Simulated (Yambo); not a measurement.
A run of Yambo 5.3.0 is set up as follows.

The input bse2.in:

```
optics
bse
bss
rim_cut
em1s
RandQpts= 1000000
RandGvec= 50 RL
Chimod= "HARTREE"
% BndsRnXs
 1 | 29 |
%
NGsBlkXs= 5 Ry
% LongDrXs
 1 | 0 | 0 |
%
BSKmod= "SEX"
BSEmod= "retarded"
BSSmod= "d"
% BSEQptR
 1 | 1 |
%
% BSEBands
 3 | 6 |
%
BSENGexx= 20 Ry
BSENGBlk= 5 Ry
% BEnRange
 0 | 20 | eV
%
% BDmRange
 0.1 | 0.1 | eV
%
BEnSteps= 200
% BLongDir
 1 | 0 | 0 |
%
BSEprop= "abs"
WRbsWF
% KfnQP_E
 0.6 | 1.0 | 1.0 |
%
```

Contents of scf.in:

```
&CONTROL
  calculation = 'scf'
  prefix = 'pwscf'
  outdir = './tmp'
  pseudo_dir = './pseudo'
/
&SYSTEM
  ibrav = 0
  nat = 2
  ntyp = 1
  ecutwfc = 70
  nbnd = 9
  occupations = 'smearing'
  smearing = 'fd'
  degauss = 0.00367493
  force_symmorphic = .true.
/
&ELECTRONS
  conv_thr = 4d-10
  electron_maxstep = 120
  mixing_beta = 0.5
/
ATOMIC_SPECIES
Si    28.0850 Si_ONCV_PBE-1.2.upf
CELL_PARAMETERS angstrom
   0.0000000000    2.7218511865    2.7218511865
   2.7218511865    0.0000000000    2.7218511865
   2.7218511865    2.7218511865    0.0000000000
ATOMIC_POSITIONS crystal
Si     0.5000000000    0.5000000000    0.5000000000
Si     0.7500000000    0.7500000000    0.7500000000
K_POINTS automatic
8 8 8 0 0 0
```

File nscf.in:

```
&CONTROL
  calculation = 'nscf'
  prefix = 'pwscf'
  outdir = './tmp'
  pseudo_dir = './pseudo'
/
&SYSTEM
  ibrav = 0
  nat = 2
  ntyp = 1
  ecutwfc = 70
  nbnd = 124
  occupations = 'fixed'
  force_symmorphic = .true.
/
&ELECTRONS
  conv_thr = 1d-08
  diago_full_acc = .true.
  diago_thr_init = 1d-06
/
ATOMIC_SPECIES
Si    28.0850 Si_ONCV_PBE-1.2.upf
CELL_PARAMETERS angstrom
   0.0000000000    2.7218511865    2.7218511865
   2.7218511865    0.0000000000    2.7218511865
   2.7218511865    2.7218511865    0.0000000000
ATOMIC_POSITIONS crystal
Si     0.5000000000    0.5000000000    0.5000000000
Si     0.7500000000    0.7500000000    0.7500000000
K_POINTS automatic
6 6 6 0 0 0
```

Potentials or basis: SG15 PBE 1.2.

Launch:

```console
$ OMP_NUM_THREADS=1 pw.x -in scf.in > scf.out
$ OMP_NUM_THREADS=1 pw.x -in nscf.in > nscf.out
$ cd tmp/pwscf.save; p2y; mv SAVE ../..; cd ../..
$ OMP_NUM_THREADS=1 yambo
$ mkdir -p bse2; ln -s $PWD/g0w00/ndb.RIM bse2/
$ OMP_NUM_THREADS=1 yambo -F bse2.in -J bse2 -C bse2_out
$ OMP_NUM_THREADS=1 ypp -J bse2 -C bse2_out -e s -b 1
```

(1) What does it give for the exciton binding energy?

(2) What does it give for the lowest exciton energy?

(3) Predict the lowest bright exciton energy.

(4) What does it give for the band gap on the k mesh, mean-field level?

Answers

(1) 0.12 eV.

(2) 3.04 eV.

(3) 3.04 eV.

(4) 0.71 eV, indirect (least direct gap 2.56 eV).

Caveat: this k mesh misses the band edges, so its gaps are larger than the crystal's; the scissor is the correction of the direct gap in an earlier G0W0 run on the same states; exciton energies and binding change strongly with the k mesh and aren't converged on this one; spectra need much finer meshes, so this one isn't converged.
